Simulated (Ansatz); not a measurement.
Calculation for Tl (sc type): DFT, PBE, all-electron PAW with datasets made for the crystal, scalar-relativistic (Ansatz 0.2.0). This run: the series' base cell.

The cell comes from a relaxation on PAW files under the same functional, begun from a prototype that needn't be the stable phase.

Command: `ansatz run input.yaml --threads 1 --pin off --max-ram 2048MiB --backend cpu --events-out ev --progress --plain --runs-dir out` It took 3.2 s on 1 thread of Intel(R) Xeon(R) 6975P-C (Granite Rapids), on a shared host, peak memory 0.37 GiB.

```yaml
crystal:
  lattice:
    - [3.2516032968, 0.0, 0.0]
    - [0.0, 3.2516032968, 0.0]
    - [0.0, 0.0, 3.2516032968]
  atoms:
    - { symbol: Tl, position: [0.0, 0.0, 0.0] }
kpoints:
  mp_grid: { grid: [12, 12, 12] }
scf:
  occupations: { method: fermi_dirac, width: 0.08 }
hamiltonian:
  xc: pbe
  pseudopotentials: { kind: all_electron, datasets: crystal }
output:
  forces: true
  stress: true
  eigenvalues: true
```

Output:

```
hamiltonian.pseudopotentials.datasets: crystal makes datasets for this crystal and solves the spheres of its atoms anew in each pass: cutoff 260.0 eV, the density's 1040.0 eV; for an error of 0.50 meV an atom under PBE, 0.5 meV for the cell; an energy difference from a run of another recipe may be off by several times the error for the cell, under r2SCAN by more, where some 0.1 meV an atom stays at smaller errors; Tl in spheres of 1.376 Å, 13 of its electrons in bands
Engine: ansatz 0.2.0
Pseudopotentials: kind: all_electron
Pseudopotential: Tl, paw, valence charge 13, recommended cutoff 260 eV (normal), crystal/all_electron/pbe/scalar/gaussian/Tl, Koelling and Harmon's equation, gaussian nucleus
Functional definition: PBE
  parameter kappa = 0.804
  parameter beta = 0.06672455060314922
  exchange = pbe_x(kappa = kappa, mu = beta*pi^2/3)
  correlation = pbe_c(beta = beta)
Crystal: 1 atoms, lattice volume = 34.379 Å³
Basis set: ecut = 260 eV, 341 PW (Γ), exchange–correlation on 36×36×36 points (8 copies of the dense FFT grid, shifted against one another)
Bands: 11, of which v1, the nominal top of the filled ones, is band 7 counted from 1 (6 counted from 0)
Symmetry: 48 space group operations
Space group: Pm-3m (ITA 221), of the structure as read, at distance tolerance 3.3e-5 Å
k-points: 84 of 1728
Non-local potential: Tl, projectors of the file, l = 0: 1, l = 1: 1, l = 2: 2
PAW form: soft (Blöchl's): semilocal exchange-correlation on the pseudo side does not see the compensation charge
PAW one-centre angular grid: Tl, 590 points (default); XC on its mesh's 1811 points in the sphere
Initial density: superposition of atomic densities (neutral atoms: chi_scale 0, normalization atom)
Initial wavefunctions: pseudopotential atomic-orbital guess
Functional: x = pbe(κ = 0.804, μ = 0.2195149727645171), c = pbe(β = 0.06672455060314922)
iter 1 solved again at ethr=6.59e-4 eV; its pass at ethr=1.00e-1 eV (dr2=8.56e-2 eV) is discarded
SCF iter   1: F=—  HF=-550776.125537 eV  |F-HF|=—  |Δ(HF+E_count)|=         —  Δρ=1.32e-2  dr2=8.28e-2  ethr=6.59e-4  ⟨swp⟩=3.6  Hψ=5378  notcnv=0
preconditioner: auto → none  [metal: Δε(μ)=0.117 eV  Ē_g=16.509 eV  σ=0.080 eV  W_gap=0.31  n_scr=6 (ndim 8)  ℏωp=22.8 eV  f_vac=0.000  D(μ)=0.53/eV (n_scr^D=0)  sad-step TF]
SCF iter   2: F=—  HF=-550776.104036 eV  |F-HF|=—  |Δ(HF+E_count)|=   2.15e-2  Δρ=8.03e-3  dr2=3.24e-2  ethr=6.37e-4  ⟨swp⟩=2.0  Hψ=1514  notcnv=0
iter 3 solved again at ethr=3.87e-6 eV; its pass at ethr=2.49e-4 eV (dr2=5.03e-4 eV) is discarded
SCF iter   3: F=—  HF=-550776.090752 eV  |F-HF|=—  |Δ(HF+E_count)|=   1.33e-2  Δρ=1.60e-3  dr2=5.28e-4  ethr=3.87e-6  ⟨swp⟩=2.7  Hψ=4248  notcnv=0
SCF iter   4: F=—  HF=-550776.091569 eV  |F-HF|=—  |Δ(HF+E_count)|=   8.17e-4  Δρ=5.92e-4  dr2=6.38e-5  ethr=3.87e-6  ⟨swp⟩=3.0  Hψ=1634  notcnv=0
SCF iter   5: F=—  HF=-550776.091659 eV  |F-HF|=—  |Δ(HF+E_count)|=   8.99e-5  Δρ=3.87e-5  dr2=5.20e-7  ethr=4.91e-7  ⟨swp⟩=3.0  Hψ=1632  notcnv=0
SCF iter   6: F=—  HF=-550776.091659 eV  |F-HF|=—  |Δ(HF+E_count)|=   8.35e-8  Δρ=9.07e-6  dr2=3.20e-8  ethr=4.00e-9  ⟨swp⟩=3.0  Hψ=1620  notcnv=0
SCF iter   7: F=-550776.091659 eV  HF=-550776.091659 eV  |F-HF|=1.23e-8  |Δ(HF+E_count)|=   1.98e-9  Δρ=5.84e-6  dr2=1.23e-8  ethr=2.46e-10  ⟨swp⟩=3.0  Hψ=2052  notcnv=0
SCF 1 converged in 7 iterations: F = -550776.091659 eV  dr2 = 1.23e-8
  Residual-converged pass: ⟨swp⟩=2.0  Hψ=1412  notcnv=0  max |occ|·‖R‖ = 3.6e-6 eV (tolerance 3.7e-6 eV)  dr2=1.24e-8  dr2_onsite=7.32e-9  max |Δocc| = 2.3e-9
  greatest PAW one-centre occupation: 0.960 electrons in one spin orbital (limit 2), on the Tl atom at site 0 (counted from 0), in its partial waves of l = 2
SCF converged after 7 iterations
Free energy (F): -550776.091659 eV
Harris-Foulkes:  -550776.091659 eV  (|F-HF|=1.23e-8)
Internal energy: -550776.079537 eV  (E = F + TS)
E sigma→0 (E₀):  -550776.085598 eV
Entropy (-TS):   -0.012122 eV (-12.122 meV/atom)
Past the cutoff: the bands carry plane waves up to 1.75 times it, of which those up to 1.5 times it add -0.000320 eV an atom, each by itself; the spheres take 0.000587 eV an atom off the energy for waves past 1.75 times it
By the cutoff:   a pressure is off by up to 0.007 GPa (1.2 times the spheres' own share and the shells' term, over an atom's volume, and 0.004 GPa: a bound that held against runs at twice the plane waves)
Past the cutoffs: a stress includes 0.0005 GPa for waves and charges beyond them, in addition to the slope of what the spheres take
In the spheres:  the bands' charges fall short by 1.7e-6 e at most (sound up to 1e-3)
Fermi energy:    12.455076 eV
--- Per-component energies (eV) ---
  E_band       = 33.401894
  E_kinetic    = 157.068370
  E_local      = -866.708704  (includes V_loc(G=0)·N_el)
  E_nonlocal   = 348.318107
  E_hartree    = 392.110279
  E_xc         = -71.295596
  E_vxc        = -80.024529  (∫ρ·V_xc dr)
  E_paw        = -552262.779269  (= ΣΔE_a)
  E_vpaw       = -2898.409141  (= ΣTr[D̂ρ^β])
  E_ewald      = -1061.734246
  E_smearing   = -0.012122  (= −TS)
  E_closure    = 2588.941522  (closes the sum)
  Σ components = -550776.091659   (vs F -550776.091659, Δ=0.00e0)
  The terms above E_closure are by the made datasets' own strengths, without shells solved beside the bands.
--- Forces (eV/Å), atoms counted from 1 ---
  atom   1  Tl     0.00000000    -0.00000000     0.00000000
  max |Σ_I F_I| component: 8.22e-33 eV/Å
--- Stress (GPa, compression-positive) ---
        0.004741       0.000000       0.000000
       -0.000000       0.004741       0.000000
       -0.000000       0.000000       0.004741
  P = ⅓ Tr σ = 0.0047 GPa (0.047 kbar)
--- Band table (eV; the first three rows and the last of 84) ---
  k-point 0: bands = ["0.3206", "0.3206", "1.1874", "1.1874", "1.1874", "3.1600", "18.8787", "18.8787", "18.8787"]
  k-point 1: bands = ["0.3244", "0.3599", "1.1704", "1.1704", "1.1888", "3.2624", "17.6386", "19.0030", "19.0030"]
  k-point 2: bands = ["0.3348", "0.4633", "1.1244", "1.1244", "1.1927", "3.5752", "15.6186", "19.3626", "19.3626"]
  k-point 83: bands = ["0.6254", "0.6254", "0.6254", "1.4662", "1.4662", "11.2797", "14.3007", "14.3007", "14.3007"]
```

Next run (volume at 0.4 of the series' base cell), as changes to the input before:

```diff
   lattice:
-    - [3.2516032968, 0.0, 0.0]
-    - [0.0, 3.2516032968, 0.0]
-    - [0.0, 0.0, 3.2516032968]
+    - [2.3958017933, 0.0, 0.0]
+    - [0.0, 2.3958017933, 0.0]
+    - [0.0, 0.0, 2.3958017933]
   atoms:
```

Results part of the output:

```
SCF 1 converged in 7 iterations: F = -550769.990064 eV  dr2 = 8.29e-10
  Residual-converged pass: ⟨swp⟩=3.9  Hψ=2166  notcnv=0  max |occ|·‖R‖ = 3.7e-6 eV (tolerance 3.7e-6 eV)  dr2=7.78e-10  dr2_onsite=5.42e-10  max |Δocc| = 1.9e-10
  greatest PAW one-centre occupation: 0.917 electrons in one spin orbital (limit 2), on the Tl atom at site 0 (counted from 0), in its partial waves of l = 2
SCF converged after 7 iterations
Free energy (F): -550769.990064 eV
Harris-Foulkes:  -550769.990064 eV  (|F-HF|=8.15e-10)
Internal energy: -550769.985479 eV  (E = F + TS)
E sigma→0 (E₀):  -550769.987772 eV
Entropy (-TS):   -0.004584 eV (-4.584 meV/atom)
Past the cutoff: the bands carry plane waves up to 1.75 times it, of which those up to 1.5 times it add -0.000245 eV an atom, each by itself; the spheres take 0.000388 eV an atom off the energy for waves past 1.75 times it
By the cutoff:   a pressure is off by up to 0.010 GPa (1.2 times the spheres' own share and the shells' term, over an atom's volume, and 0.004 GPa: a bound that held against runs at twice the plane waves)
Past the cutoffs: a stress includes 0.0042 GPa for waves and charges beyond them, in addition to the slope of what the spheres take
In the spheres:  the bands' charges fall short by 3.0e-7 e at most (sound up to 1e-3), those of shells solved beside the bands by 3.7e-7 e (sound up to 5e-4)
Fermi energy:    37.702790 eV
--- Per-component energies (eV) ---
  E_band       = 319.505786
  E_kinetic    = 310.668455
  E_local      = -1969.723089  (includes V_loc(G=0)·N_el)
  E_nonlocal   = 288.438063
  E_hartree    = 1008.198107
  E_xc         = -142.345386
  E_vxc        = -166.352214  (∫ρ·V_xc dr)
  E_paw        = -554323.829494  (= ΣΔE_a)
  E_vpaw       = -7978.759578  (= ΣTr[D̂ρ^β])
  E_ewald      = -3760.229742
  E_smearing   = -0.004584  (= −TS)
  E_closure    = 7818.837607  (closes the sum)
  Σ components = -550769.990064   (vs F -550769.990064, Δ=0.00e0)
  The terms above E_closure are by the made datasets' own strengths, without shells solved beside the bands.
--- Forces (eV/Å), atoms counted from 1 ---
  atom   1  Tl    -0.00000000     0.00000000    -0.00000000
  max |Σ_I F_I| component: 5.26e-31 eV/Å
--- Stress (GPa, compression-positive) ---
      252.288921      -0.000000       0.000000
       -0.000000     252.288921       0.000000
        0.000000       0.000000     252.288921
  P = ⅓ Tr σ = 252.2889 GPa (2522.889 kbar)
  It holds what live shells' own plane waves past their cutoff add
--- Band table (eV; the first three rows and the last of 84) ---
  k-point 0: bands = ["19.2777", "19.3175", "19.3175", "25.2902", "25.2902", "25.2902", "47.3921", "47.3921", "47.3921"]
  k-point 1: bands = ["19.3504", "19.3724", "19.6633", "25.1345", "25.1345", "25.3029", "45.7931", "47.7668", "47.7668"]
  k-point 2: bands = ["19.4413", "19.5810", "20.7373", "24.7271", "24.7271", "25.3375", "42.8078", "48.8055", "48.8055"]
  k-point 83: bands = ["20.5359", "20.5359", "20.5359", "27.0928", "27.0928", "41.0137", "41.0137", "41.0137", "41.7137"]
```

Spin–orbit coupling is left out, which matters for the heavy atoms. The structure type is held throughout; the real material can change phase at far lower pressure.
